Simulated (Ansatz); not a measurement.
An input for Ansatz 0.2.0 (P):

Contents of run.py:

```python
import json

import ase.io
import numpy as np

import ansatz as az

atoms = ase.io.read("P.cif")
atoms.info.pop("occupancy", None)
atoms.set_initial_magnetic_moments([0.5, -0.5])
atoms.pbc = (True, False, False)

calculation = (
    az.Crystal.from_ase(atoms)
    .calculation()
    .kpoints(9, 9, 9)
    .functional("mr2scan")
    .pseudopotentials(kind="paw", core="large")
    .spin("collinear")
    .occupations(method="fermi_dirac", width=0.15)
    .electric_field_gradient()
    .forces()
    .stress()
    .band_table(publish=True)
)
outcome = calculation.run(threads=2, events_out="events.jsonl")

report = outcome.report
for line in open("events.jsonl"):
    event = json.loads(line)
    if event["event"] == "scf_iter":
        d = event["data"]
        print(f"SCF {d['iter']:3d}  HF = {d['harris_foulkes_ev']:.6f} eV  dr2 = {d['dr2_ev']:.2e} eV")
    elif event["event"] in ("relax_step", "md_step"):
        d = event["data"]
        print(f"{event['event']} {d['step']:3d}  E = {d['lagrangian_ev']:.6f} eV")
np.set_printoptions(precision=5, suppress=True, linewidth=110)
print("converged:", report["converged"], "after", report["n_iterations"], "iterations")
print(f"free energy {report['free_energy_ev']:.6f} eV, Fermi level {report['fermi_energy_ev']:.4f} eV")
for key in ("band_edges_ev", "magnetization_mub", "site_moments_mub", "site_moments_nc_mub", "forces_ev_ang",
                "stress_gpa", "kpoints_frac", "eigenvalues_ev"):
    if report.get(key) is not None:
        print(key, np.array(report[key]), sep="\n")
```

File P.cif:

```cif
data_P
_cell_length_a 3.71022014
_cell_length_b 3.71022014
_cell_length_c 3.71022014
_cell_angle_alpha 55.43693948
_cell_angle_beta 55.43693948
_cell_angle_gamma 55.43693948
_space_group_name_H-M_alt 'P1'
_space_group_name_Hall 'P 1'
_space_group_IT_number 1
loop_
_space_group_symop_operation_xyz
'x,y,z'
loop_
_atom_site_label
_atom_site_type_symbol
_atom_site_symmetry_multiplicity
_atom_site_Wyckoff_symbol
_atom_site_fract_x
_atom_site_fract_y
_atom_site_fract_z
_atom_site_occupancy
P1 P 1 a 0.7729197500 0.7729197500 0.7729197500 1
P2 P 1 a 0.2270802500 0.2270802500 0.2270802500 1
```

Potentials or basis: Ansatz PAW large core.

Command:

```sh
$ python run.py
```

Question: What does the program do with it?

Answer: The run stopped without a result. It printed:

Output:

```text
Traceback (most recent call last):
  File "run.py", line 14, in <module>
  [frames inside libraries left out]
ansatz.errors.InputError: the structure repeats along (True, False, False), a wire, which no run serves: with all three repeating it runs with its images, in a cell whose vacuum keeps them apart (no .periodic, atoms.pbc = True or periodic_images=True)  [crystal.periodic]
```
